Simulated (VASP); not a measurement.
**Br under changes of volume**

One of the cells (27.385 Å³/atom); the others are scaled copies at fixed shape and fractional positions:

```
Br
1.0
     3.31895   -1.95743    0.00000
     3.31895    1.95743    0.00000
     0.00000    0.00000    8.43051
Br
4
Direct
  0.33736 0.66264 0.37924
  0.16264 0.83736 0.87924
  0.66264 0.33736 0.62076
  0.83736 0.16264 0.12076
```

| Quantity | Value |
| --- | --- |
| Program | VASP 6.6.1 |
| Functional | LDA |
| Potentials or basis | VASP PAW LDA potentials, release 64 (Br) |
| Cutoff | 520 eV |
| k mesh | 6 × 6 × 4 |
| Occupations | gaussian, width 0.02 eV |
| Spin | no spin polarisation |

```csv
volume (Å³/atom),energy over the lowest point (meV/atom),pressure (GPa),gap on the mesh (eV),largest force (eV/Å)
26.289,7.15,2.1,1.16,0.231
26.837,?,?,?,?
27.385,0.00,0.1,1.09,0.014
27.933,1.22,-0.8,1.05,0.104
28.480,5.16,-1.5,1.02,0.199
```

Task: What does the run at 26.837 Å³/atom give?

Result: Energy over the lowest point 1.85 meV/atom; pressure 1.0 GPa; gap on the mesh 1.12 eV; largest force 0.112 eV/Å.

Worked out: A Birch-Murnaghan fit of order 2 (a polynomial in V^(-2/3)) to the other rows has its minimum at 27.44 Å³/atom with B0 = V·E''(V) = 44 GPa at fixed shape and positions, which overstates the stiffness. It gives 1.88 meV/atom at 26.837 Å³/atom, against the run's 1.85, and -dE/dV = 1.0 GPa, against 1.0. A straight line through the other rows of the gap, of slope -1.77 eV per unit of ln V, gives 1.12 eV, against the run's 1.12.

Energies are extrapolated to zero smearing.

A mesh can miss the band edges. Spin-orbit coupling on Br is left out.
